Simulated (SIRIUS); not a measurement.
Ta in SIRIUS: convergence with smearing width

Input of the first run (smearing width 0.4 eV); the others differ in this setting and in those tied to it:

sirius.json

```json
{
  "control": {
    "processing_unit": "cpu",
    "verbosity": 2,
    "num_bands_to_print": 13,
    "print_forces": true,
    "print_stress": true
  },
  "parameters": {
    "electronic_structure_method": "pseudopotential",
    "xc_functionals": ["XC_LDA_X", "XC_LDA_C_PW"],
    "gk_cutoff": 7.7,
    "pw_cutoff": 15.4,
    "ngridk": [11, 11, 11],
    "shiftk": [0, 0, 0],
    "smearing": "fermi_dirac",
    "smearing_width": 0.0146997289,
    "num_bands": 13,
    "num_mag_dims": 0,
    "num_dft_iter": 100,
    "energy_tol": 1e-08,
    "density_tol": 1e-06
  },
  "iterative_solver": {
    "type": "davidson",
    "min_tolerance": 1e-10
  },
  "mixer": {
    "type": "anderson",
    "beta": 0.7,
    "max_history": 8
  },
  "settings": {
    "tol_ne": 1e-10
  },
  "unit_cell": {
    "lattice_vectors": [
      [-3.120466955072, 3.120466955072, 3.120466955072],
      [3.120466955072, -3.120466955072, 3.120466955072],
      [3.120466955072, 3.120466955072, -3.120466955072]
    ],
    "atom_coordinate_units": "lattice",
    "atom_types": ["Ta"],
    "atom_files": {
      "Ta": "Ta.json"
    },
    "atoms": {
      "Ta": [
        [0.0, 0.0, 0.0]
      ]
    }
  }
}
```

Potentials or basis: PseudoDojo 0.4.1 LDA standard (scalar relativistic).

Launch:

```bash
$ upf_to_json Ta.upf
$ OMP_NUM_THREADS=1 sirius.scf --input=sirius.json --output=out.json --task=0
```

Hardware: 1 thread of Arm Neoverse V1, with other jobs on the host.

Question: The values tried are 0.4 eV, 0.3 eV, 0.2 eV, 0.136 eV, 0.1 eV, 0.05 eV, 0.025 eV, 0.01 eV, loosest first. From which on does the energy stay within 1 meV/atom of the tightest run that finished?

Answer: From 0.025 eV on.

| smearing width | energy less the tightest run, at zero smearing (meV/atom) | pressure (GPa) | SCF cycles | CPU time (s) | peak memory (GiB) |
| --- | --- | --- | --- | --- | --- |
| 0.4 eV | -23.61 | -7.55 | 12 | 17 | 0.25 |
| 0.3 eV | -8.03 | -8.67 | 12 | 17 | 0.25 |
| 0.2 eV | 2.24 | -9.60 | 13 | 17 | 0.25 |
| 0.136 eV | 4.42 | -10.08 | 13 | 17 | 0.25 |
| 0.1 eV | 3.93 | -10.32 | 13 | 17 | 0.25 |
| 0.05 eV | 1.35 | -10.65 | 12 | 16 | 0.25 |
| 0.025 eV | 0.07 | -10.78 | 13 | 17 | 0.25 |
| 0.01 eV | 0.00 | -10.80 | 13 | 17 | 0.25 |

Against the tightest run, the pressure stays within 0.1 GPa from 0.025 eV on. Narrower smearing needs a denser k mesh, so at a fixed mesh the narrowest width isn't the most accurate. The tightest run that finished is the yardstick and may itself not be fully converged.

The run has no spin-orbit coupling, so splittings on Ta are missing.
